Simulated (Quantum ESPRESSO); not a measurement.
**GaP under changes of volume**

One of the cells (20.240 Å³/atom); the others are scaled copies at fixed shape and fractional positions:

```
Ga P
1.0
     0.00000    2.72525    2.72525
     2.72525    0.00000    2.72525
     2.72525    2.72525    0.00000
Ga P
1 1
Direct
  0.00000 0.00000 0.00000
  0.75000 0.75000 0.75000
```

* Program: Quantum ESPRESSO 7.5
* Functional: r2SCAN
* Potentials or basis: SG15 PBE 1.2
* Cutoff: 1197 eV
* Density cutoff: 4789 eV
* k mesh: 6 × 6 × 6
* Occupations: fermi-dirac, width 0.05 eV
* Spin: no spin polarisation

| volume (Å³/atom) | energy over the lowest point (meV/atom) | pressure (GPa) | gap on the mesh (eV) |
| --- | --- | --- | --- |
| 19.026 | ? | ? | ? |
| 19.431 | 4.41 | 2.7 | 1.84 |
| 19.836 | 0.00 | 0.8 | 1.88 |
| 20.240 | 0.21 | -0.9 | 1.84 |
| 20.645 | 4.60 | -2.5 | 1.78 |
| 21.050 | 12.79 | -4.0 | 1.67 |
| 21.455 | 24.43 | -5.3 | 1.50 |

**Question.** What does the run at 19.026 Å³/atom give?

**Answer.** Energy over the lowest point 13.96 meV/atom; pressure 4.9 GPa; gap on the mesh 1.80 eV.

Worked out: A Birch-Murnaghan fit of order 3 (a polynomial in V^(-2/3)) to the other rows has its minimum at 20.02 Å³/atom with B0 = V·E''(V) = 86 GPa and B' = 3.8. It gives 13.92 meV/atom at 19.026 Å³/atom, against the run's 13.96, and -dE/dV = 4.8 GPa, against 4.9. A parabola through the other rows of the gap, of slope 5.36 eV per unit of ln V there, extrapolates to 1.76 eV, against the run's 1.80.

Energies are extrapolated to zero smearing.

Caveats: the potentials were made for another functional, which shifts forces and pressure.

A mesh can miss the band edges. Spin-orbit coupling on Ga is left out.
